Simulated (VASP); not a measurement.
# Mg2Si (Fm-3m) in VASP: further runs

One crystal, Mg2Si, is run at these levels: HSE06, PBE; tasks: electrostatic potential.

All numbers are computed with VASP 6.6.1; they aren't measurements. Logs are shortened: lines on timing, memory, paths and dates and some standing lists are left out, and cuts for length are marked.

## Step 1: The crystal as given

It takes space group Fm-3m (No. 225, cubic). The conventional cell has a = 6.318 Å, b = 6.318 Å, c = 6.318 Å, α = 90.00°, β = 90.00°, γ = 90.00°. Around Si (site symmetry m-3m) lie 8 Mg at 2.74 Å. Mg (site symmetry -43m) is surrounded by 4 Si at 2.74 Å.

The cell was built by a generator and needn't be a form met in nature.

## Step 2: Electrostatic potential, HSE06

File POSCAR:

```
Mg2Si                                   
1.0
   -0.0000000000      3.1590997494      3.1590997494
    3.1590997494      0.0000000000      3.1590997494
    3.1590997494      3.1590997494     -0.0000000000
  Si              Mg            
     1     2
Direct
     0.0000000000000000    0.0000000000000000    0.0000000000000000
     0.2500000000000000    0.2500000000000000    0.2500000000000000
     0.7500000000000000    0.7500000000000000    0.7500000000000000
```

File INCAR.step1:

```
PREC     = Accurate       # precision mode
ENCUT    = 520            # plane-wave cutoff, eV
EDIFF    = 1E-5           # SCF threshold, eV
ISMEAR   = 0              # smearing method
SIGMA    = 0.02           # smearing width, eV
LREAL    = False          # projectors in reciprocal space
LASPH    = True           # aspherical terms in the spheres
NELM     = 60             # most SCF steps
ALGO     = Normal         # electronic algorithm
ISIF     = 2              # what is computed and relaxed
LWAVE    = True           # write WAVECAR
GGA      = PE             # functional
KPAR     = 4
```

File INCAR.step2:

```
PREC     = Accurate       # precision mode
ENCUT    = 520            # plane-wave cutoff, eV
EDIFF    = 1E-7           # SCF threshold, eV
ISMEAR   = 0              # smearing method
SIGMA    = 0.02           # smearing width, eV
LREAL    = False          # projectors in reciprocal space
LASPH    = True           # aspherical terms in the spheres
NELM     = 60             # most SCF steps
ALGO     = Normal         # electronic algorithm
ISIF     = 2              # what is computed and relaxed
LWAVE    = False          # write WAVECAR
LCHARG   = True           # write CHGCAR
GGA      = PE             # functional
LHFCALC  = True           # exact exchange
HFSCREEN = 0.2            # screening, 1/A
PRECFOCK = Fast         
LVHAR    = True         
ISTART   = 1            
KPAR     = 4
```

File KPOINTS:

```
regular mesh
0
Gamma
  6 6 6
```

Potentials or basis: VASP PAW PBE potentials, release 64 (Si, Mg).

Command:

```bash
cat potpaw_PBE.64/Si/POTCAR potpaw_PBE.64/Mg/POTCAR > POTCAR
cp INCAR.step1 INCAR
mpirun -np 4 vasp_std > vasp.out
cp INCAR.step2 INCAR
mpirun -np 4 vasp_std > vasp.out
```

OUTCAR:

```text
PREC = Accurate
   ENCUT = 520
   EDIFF = 1E-7
   ISMEAR = 0
   LREAL = False
   LASPH = True
   NELM = 60
   ISIF = 2
   GGA = PE
   LHFCALC = True
   HFSCREEN = 0.2
   PRECFOCK = Fast
   ISTART = 1

 ion  position               nearest neighbor table
   1  0.000  0.000  0.000-   3 2.74   3 2.74   3 2.74   2 2.74   3 2.74   2 2.74   2 2.74   2 2.74

   2  0.250  0.250  0.250-   1 2.74   1 2.74   1 2.74   1 2.74   3 3.16   3 3.16   3 3.16   3 3.16
                             3 3.16   3 3.16
   3  0.750  0.750  0.750-   1 2.74   1 2.74   1 2.74   1 2.74   2 3.16   2 3.16   2 3.16   2 3.16
                             2 3.16   2 3.16

  LATTYP: Found a face centered cubic cell.
 ALAT       =     6.3181994988

  Lattice vectors:

 A1 = (   0.0000000000,   3.1590997494,   3.1590997494)
 A2 = (   3.1590997494,   0.0000000000,   3.1590997494)
 A3 = (   3.1590997494,   3.1590997494,   0.0000000000)

Analysis of symmetry for initial positions (statically):
=====================================================================
 Subroutine PRICEL returns:
 Original cell was already a primitive cell.

 Routine SETGRP: Setting up the symmetry group for a
 face centered cubic supercell.

 Subroutine GETGRP returns: Found 48 space group operations
 (whereof 48 operations were pure point group operations)
 out of a pool of 48 trial point group operations.

The static configuration has the point symmetry O_h .

Analysis of symmetry for dynamics (positions and initial velocities):
=====================================================================
 Subroutine PRICEL returns:
 Original cell was already a primitive cell.

 Routine SETGRP: Setting up the symmetry group for a
 face centered cubic supercell.

 Subroutine GETGRP returns: Found 48 space group operations
 (whereof 48 operations were pure point group operations)
 out of a pool of 48 trial point group operations.

The dynamic configuration has the point symmetry O_h .

 Subroutine INISYM returns: Found 48 space group operations
 (whereof 48 operations are pure point group operations),
 and found     1 'primitive' translations

----------------------------------------------------------------------------------------

                                     Primitive cell

  volume of cell :      63.0551

[... 93 lines left out ...]
   NUPDOWN=      -1.0000    fix difference up-down
   EMIN   =  10.00;   EMAX   =-10.00  energy-range for DOS
   EFERMI =   0.00;   METHOD = LEGACY
   ISMEAR =     0;   SIGMA  =   0.02  broadening in eV -4-tet -1-fermi 0-gaus
   EFERMI_NEDOS =   21; number of points for ismear=-14 and -15
   IALGO  =     38    algorithm
   IMIX   =      1    mixing-type and parameters
     AMIX     =   0.40;   BMIX     =  1.00
     AMIX_MAG =   1.60;   BMIX_MAG =  1.00
  volume/ion in A,a.u.               =      21.02       141.84
  Fermi-wavevector in a.u.,A,eV,Ry     =   0.822618  1.554522  9.207065  0.676700
  Thomas-Fermi vector in A             =   1.933984
   LORBIT       =      0    0 simple, 1 ext, 2 COOP (PROOUT), +10 PAW based schemes
   GGA     = PE    functional components
   LHFCALC =     T    Hartree Fock is set to
   PRECFOCK=fast      Normal, Fast or Accurate (Low or Medium for compatibility)
   ENCUT4O =  -1.0   cutoff for four orbital integrals eV
   NKREDX  =     1    reduce k-point grid by
   NKREDY  =     1    reduce k-point grid by
   NKREDZ  =     1    reduce k-point grid by
   AEXX    =    0.2500 exact exchange contribution
   HFSCREEN=    0.2000 screening length (either q_TF or 0.3 A-1)
   HFSCREENC=   0.2000 screening length for correlation (either q_TF or 0.3 A-1)
   ENCUTFOCK=  -1.0 apply spherical cutoff to Coloumb kernel
   IVDW    =     0    specifies the selected vdW correction
   LEPSILON=     F    determine dielectric tensor
   LRPA    =     F    only Hartree local field effects (RPA)
 non-spin polarized calculation
 Gauss-broadening in eV      SIGMA  =   0.02
  energy-cutoff  :      520.00
  volume of cell :       63.06
 maximum number of plane-waves:      1724
 NGX is ok and might be reduce to    36
  NGX = 20; NGY = 20; NGZ = 20

 number of electron       8.0000000 magnetization

 Free energy of the ion-electron system (eV)
  ---------------------------------------------------
  ext. energy  EPLUGINS =         0.00000000
  ---------------------------------------------------
  free energy    TOTEN  =        -9.89544323 eV

  energy without entropy =       -9.89544323  energy(sigma->0) =       -9.89544323

 E-fermi :   3.5588     XC(G=0):  -7.3697

 val. band max:        3.4361986643   @ k =   0.0000   0.0000   0.0000
 cond. band min:       4.0031853862   @ k =   0.5000   0.5000   0.0000
 fundamental gap:      0.5669867219
 Fermi energy:         3.5588023357

 k-point     1 :       0.0000    0.0000    0.0000
  band No.  band energies     occupation
      1      -6.8907      2.00000
      2       3.4362      2.00000
      3       3.4362      2.00000
      4       3.4362      2.00000
      5       6.0346      0.00000
      6       6.6066      0.00000
      7       6.6066      0.00000
      8       6.6066      0.00000
[... 155 lines left out ...]
 k-point    16 :      -0.3333    0.5000    0.1667
  band No.  band energies     occupation
      1      -4.5703      2.00000
      2      -1.1099      2.00000
      3       0.1058      2.00000
      4       0.6298      2.00000
      5       5.6560      0.00000
      6       6.1754      0.00000
      7       9.2962      0.00000
      8       9.4853      0.00000

------------------------ aborting loop because EDIFF is reached ----------------------------------------

  FORCE on cell =-STRESS in cart. coord.  units (eV):
  Direction    XX          YY          ZZ          XY          YZ          ZX
  --------------------------------------------------------------------------------------
  -------------------------------------------------------------------------------------
  Total        0.1161394      0.1161394      0.1161394      0.0000000      0.0000000     -0.0000000
  in kB        2.9510061      2.9510061      2.9510061      0.0000000      0.0000000     -0.0000000
  external PRESSURE =       2.9510061 kB  Pullay stress =       0.0000000 kB

 VOLUME and BASIS-vectors are now :
 -----------------------------------------------------------------------------
  energy-cutoff  :      520.00
  volume of cell :       63.06
      direct lattice vectors                 reciprocal lattice vectors
     0.000000000  3.159099749  3.159099749    -0.158272938  0.158272938  0.158272938
     3.159099749  0.000000000  3.159099749     0.158272938 -0.158272938  0.158272938
     3.159099749  3.159099749  0.000000000     0.158272938  0.158272938 -0.158272938

 POSITION                                       TOTAL-FORCE (eV/Angst)
 -----------------------------------------------------------------------------------
      0.00000      0.00000      0.00000        -0.000000     -0.000000     -0.000000
      1.57955      1.57955      1.57955         0.000000      0.000000      0.000000
      4.73865      4.73865      4.73865        -0.000000     -0.000000     -0.000000
 -----------------------------------------------------------------------------------
    total drift:                               -0.000000     -0.000000     -0.000000

  FREE ENERGIE OF THE ION-ELECTRON SYSTEM (eV)
  ---------------------------------------------------
  free  energy   TOTEN  =        -9.8954432257 eV

  energy  without entropy=       -9.8954432257  energy(sigma->0) =       -9.89544323
```

OSZICAR.step1:

```text
N       E                     dE             d eps       ncg     rms          rms(c)
DAV:   1     0.510649341109E+01    0.51065E+01   -0.27663E+03   256   0.716E+02
DAV:   2    -0.914644909758E+01   -0.14253E+02   -0.13812E+02   344   0.649E+01
DAV:   3    -0.945388265083E+01   -0.30743E+00   -0.30743E+00   296   0.107E+01
DAV:   4    -0.945624178888E+01   -0.23591E-02   -0.23591E-02   424   0.116E+00
DAV:   5    -0.945624633029E+01   -0.45414E-05   -0.45414E-05   336   0.382E-02    0.355E+00
DAV:   6    -0.896228772324E+01    0.49396E+00   -0.12207E+00   272   0.464E+00    0.201E+00
DAV:   7    -0.889158043897E+01    0.70707E-01   -0.40738E-01   328   0.288E+00    0.931E-01
DAV:   8    -0.889154569959E+01    0.34739E-04   -0.10796E-02   280   0.774E-01    0.231E-01
DAV:   9    -0.889154734121E+01   -0.16416E-05   -0.13531E-04   392   0.897E-02    0.158E-01
DAV:  10    -0.889162904729E+01   -0.81706E-04   -0.17059E-04   288   0.789E-02    0.644E-02
DAV:  11    -0.889162437194E+01    0.46753E-05   -0.64275E-06   232   0.138E-02
   1 F= -.88916244E+01 E0= -.88916244E+01  d E =-.456201E-12
```

It took 1.7 min on 4 MPI ranks of Intel Xeon Platinum 8488C (Sapphire Rapids), shared host; peak memory 0.3 GiB.

What came out:

```yaml
Free_energy: -9.8954 eV
Pressure: 0.3 GPa
Band_gap_on_the_k_mesh: 0.57 eV, indirect (least direct gap 2.60 eV)
```

Levels at points of the mesh, in eV from the valence-band top:
```csv
k point,band 2,band 3,band 4,band 5,band 6,band 7
"(0.00, 0.00, 0.00)",0.00,0.00,0.00,2.60,3.17,3.17
"(0.50, 0.00, 0.00)",-5.37,-0.79,-0.79,1.88,3.13,3.13
"(0.50, 0.50, 0.00)",-4.98,-2.20,-2.20,0.57,0.89,9.00
```

Caveat: the PAW data sets were made with another functional, which shifts forces and pressure a little.

## Step 3: Electrostatic potential, PBE, non-collinear spin, zero start, spin-orbit coupling

File INCAR:

```
PREC     = Accurate       # precision mode
ENCUT    = 520            # plane-wave cutoff, eV
EDIFF    = 1E-7           # SCF threshold, eV
ISMEAR   = 0              # smearing method
SIGMA    = 0.02           # smearing width, eV
LREAL    = False          # projectors in reciprocal space
LASPH    = True           # aspherical terms in the spheres
NELM     = 60             # most SCF steps
ALGO     = Normal         # electronic algorithm
ISIF     = 2              # what is computed and relaxed
LWAVE    = False          # write WAVECAR
LCHARG   = True           # write CHGCAR
MAGMOM   = 0 0 0 0 0 0 0 0 0 # initial moments
LORBIT   = 11             # projections on sites
LSORBIT  = True           # spin-orbit coupling
GGA_COMPAT= False        
GGA      = PE             # functional
LVHAR    = True         
KPAR     = 4
```

File KPOINTS:

```
regular mesh
0
Gamma
  8 8 8
```

POSCAR is that of step 2.

Potentials or basis: VASP PAW PBE potentials, release 64 (Si, Mg).

Command:

```bash
cat potpaw_PBE.64/Si/POTCAR potpaw_PBE.64/Mg/POTCAR > POTCAR
mpirun -np 4 vasp_ncl > vasp.out
```

Wall time 26 s (4 MPI ranks of Intel Xeon Platinum 8488C (Sapphire Rapids), shared host); peak memory 0.39 GiB.

The run converged. Its results:

- Free energy: -8.9100 eV
- Pressure: 1.1 GPa
- Net moment: 0.00 μB per cell
- Valence electrons inside the program's atomic spheres: Si 1.71; Mg 0.35

Moments on the atoms (μB; x, y, z):
```
Si  0.00 0.00 0.00
Mg  0.00 0.00 0.00
Mg  0.00 0.00 0.00
```

## Step 4: Electrostatic potential, PBE

Edit INCAR of step 3 so:

```diff
@@ -12,6 +12,2 @@
 LCHARG   = True           # write CHGCAR
-MAGMOM   = 0 0 0 0 0 0 0 0 0 # initial moments
-LORBIT   = 11             # projections on sites
-LSORBIT  = True           # spin-orbit coupling
-GGA_COMPAT= False        
 GGA      = PE             # functional
```

KPOINTS is that of step 3.

POSCAR is that of step 3.

Potentials or basis: VASP PAW PBE potentials, release 64 (Si, Mg).

Command:

```bash
cat potpaw_PBE.64/Si/POTCAR potpaw_PBE.64/Mg/POTCAR > POTCAR
mpirun -np 4 vasp_std > vasp.out
```

OUTCAR:

```text
PREC = Accurate
   ENCUT = 520
   EDIFF = 1E-7
   ISMEAR = 0
   LREAL = False
   LASPH = True
   NELM = 60
   ISIF = 2
   GGA = PE

 ion  position               nearest neighbor table
   1  0.000  0.000  0.000-   3 2.74   3 2.74   3 2.74   2 2.74   3 2.74   2 2.74   2 2.74   2 2.74

   2  0.250  0.250  0.250-   1 2.74   1 2.74   1 2.74   1 2.74   3 3.16   3 3.16   3 3.16   3 3.16
                             3 3.16   3 3.16
   3  0.750  0.750  0.750-   1 2.74   1 2.74   1 2.74   1 2.74   2 3.16   2 3.16   2 3.16   2 3.16
                             2 3.16   2 3.16

  LATTYP: Found a face centered cubic cell.
 ALAT       =     6.3181994988

  Lattice vectors:

 A1 = (   0.0000000000,   3.1590997494,   3.1590997494)
 A2 = (   3.1590997494,   0.0000000000,   3.1590997494)
 A3 = (   3.1590997494,   3.1590997494,   0.0000000000)

Analysis of symmetry for initial positions (statically):
=====================================================================
 Subroutine PRICEL returns:
 Original cell was already a primitive cell.

 Routine SETGRP: Setting up the symmetry group for a
 face centered cubic supercell.

 Subroutine GETGRP returns: Found 48 space group operations
[... 170 lines left out ...]

 val. band max:        3.6930965423   @ k =   0.0000   0.0000   0.0000
 cond. band min:       3.8814519529   @ k =   0.5000   0.5000   0.0000
 fundamental gap:      0.1883554106
 Fermi energy:         3.7811489212

 k-point     1 :       0.0000    0.0000    0.0000
  band No.  band energies     occupation
      1      -5.4853      2.00000
      2       3.6931      2.00000
      3       3.6931      2.00000
      4       3.6931      2.00000
      5       5.6619      0.00000
      6       6.2830      0.00000
      7       6.2830      0.00000
      8       6.2830      0.00000
[... 243 lines left out ...]
 k-point    24 :      -0.3750    0.2500    0.1250
  band No.  band energies     occupation
      1      -3.7669      2.00000
      2      -0.7211      2.00000
      3       1.1922      2.00000
      4       2.2090      2.00000
      5       5.8588      0.00000
      6       6.1341      0.00000
      7       8.2468      0.00000
      8       8.7977      0.00000

 [... further k-points ...]
[... 5 lines left out ...]
  --------------------------------------------------------------------------------------
  -------------------------------------------------------------------------------------
  Total        0.4391699      0.4391699      0.4391699     -0.0000000      0.0000000     -0.0000000
  in kB       11.1589441     11.1589441     11.1589441     -0.0000000      0.0000000     -0.0000000
  external PRESSURE =      11.1589441 kB  Pullay stress =       0.0000000 kB

 VOLUME and BASIS-vectors are now :
 -----------------------------------------------------------------------------
  energy-cutoff  :      520.00
  volume of cell :       63.06
      direct lattice vectors                 reciprocal lattice vectors
     0.000000000  3.159099749  3.159099749    -0.158272938  0.158272938  0.158272938
     3.159099749  0.000000000  3.159099749     0.158272938 -0.158272938  0.158272938
     3.159099749  3.159099749  0.000000000     0.158272938  0.158272938 -0.158272938

 POSITION                                       TOTAL-FORCE (eV/Angst)
 -----------------------------------------------------------------------------------
      0.00000      0.00000      0.00000         0.000000      0.000000      0.000000
      1.57955      1.57955      1.57955        -0.000000     -0.000000     -0.000000
      4.73865      4.73865      4.73865         0.000000      0.000000      0.000000
 -----------------------------------------------------------------------------------
    total drift:                               -0.000000     -0.000000     -0.000000

  FREE ENERGIE OF THE ION-ELECTRON SYSTEM (eV)
  ---------------------------------------------------
  free  energy   TOTEN  =        -8.9097435557 eV

  energy  without entropy=       -8.9097435557  energy(sigma->0) =       -8.90974356
```

Run time: 6.6 s. Hardware: 4 MPI ranks of Intel Xeon Platinum 8488C (Sapphire Rapids), shared host; peak memory 0.19 GiB.

What came out:

```
Free energy            : -8.9097 eV
Pressure               : 1.1 GPa
Band gap on the k mesh : 0.19 eV, indirect (least direct gap 1.97 eV)
```

Levels at points of the mesh, in eV from the valence-band top:
| k point | band 1 | band 2 | band 3 | band 4 | band 5 | band 6 | band 7 | band 8 |
| --- | --- | --- | --- | --- | --- | --- | --- | --- |
| (0.00, 0.00, 0.00) | -9.18 | 0.00 | 0.00 | 0.00 | 1.97 | 2.59 | 2.59 | 2.59 |
| (0.50, 0.00, 0.00) | -7.73 | -4.80 | -0.71 | -0.71 | 1.32 | 2.56 | 2.56 | 5.05 |
| (0.50, 0.50, 0.00) | -7.16 | -4.47 | -1.96 | -1.96 | 0.19 | 0.43 | 8.02 | 8.02 |

A k mesh can miss the band edges.

## Step 5: Overview

| level | spin | k mesh | grid for exact exchange (PRECFOCK) | screening parameter | gap on the mesh (eV) | pressure (GPa) |
| --- | --- | --- | --- | --- | --- | --- |
| HSE06 | off | 6 × 6 × 6 | Fast | 0.2 1/A | 0.57 | 0.3 |
| PBE | non-collinear, zero start, SOC | 8 × 8 × 8 | - | - | - | 1.1 |
| PBE | off | 8 × 8 × 8 | - | - | 0.19 | 1.1 |

Alike in all rows: task electrostatic potential; potentials or basis VASP PAW PBE potentials, release 64 (Si, Mg); cell as given; cutoff (eV) 520; smearing gaussian 0.02 eV.

The pressure there spans 0.3 GPa (HSE06) to 1.1 GPa (PBE); a positive pressure means that this level wants a larger cell, a negative one a smaller.

Caveats: the PAW data sets were made with another functional, which shifts forces and pressure a little (some runs).

Absolute energies hang on the potentials; compare differences alone.
